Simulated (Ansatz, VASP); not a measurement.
**One calculation of PtS2, two programs**

```
Pt S
1.0
     3.55262    0.00000    0.00000
    -1.77631    3.07666    0.00000
     0.00000    0.00000    5.12283
Pt S
1 2
Direct
  0.00000 0.00000 0.00000
  0.33333 0.66667 0.23925
  0.66667 0.33333 0.76075
```

Alike in both runs: task single point; functional r2SCAN; k mesh 6 × 6 × 4; occupations gaussian, width 0.05 eV; no spin polarisation.

|  | VASP | Ansatz |
| --- | --- | --- |
| version | VASP 6.6.1 | Ansatz 0.2.0 |
| potentials or method | VASP PAW PBE potentials, release 64 (Pt, S) | plane waves |
| plane-wave cutoff (eV) | 520 | 500 |
| valence electrons in the cell | 22 | 30 |

|  | VASP | Ansatz | Ansatz less VASP |
| --- | --- | --- | --- |
| gap on the k mesh at the Fermi level (eV) | 0.98 | 0.99 | +0.004 |
| pressure (GPa) | 1.2 | 1.3 | +0.08 |
| largest component of the traceless stress (GPa) | 0.05 | 0.07 | +0.017 |
| rms of the force components (eV/Å) | 0.023 | 0.020 | -0.0024 |

Atom by atom the forces differ by 0.002 eV/Å (rms over components). The functional is the same, so the differences come from potentials, cutoffs and numerics. The two sets of potentials don't hold the same shells in valence.

Caveats: the PAW data sets were made with another functional, which shifts forces and pressure a little (VASP); spin-orbit coupling is left out, which moves the levels of the heavy elements. A k mesh can miss the band edges. r2SCAN opens gaps a little over a GGA but as a rule still falls short of measured ones.
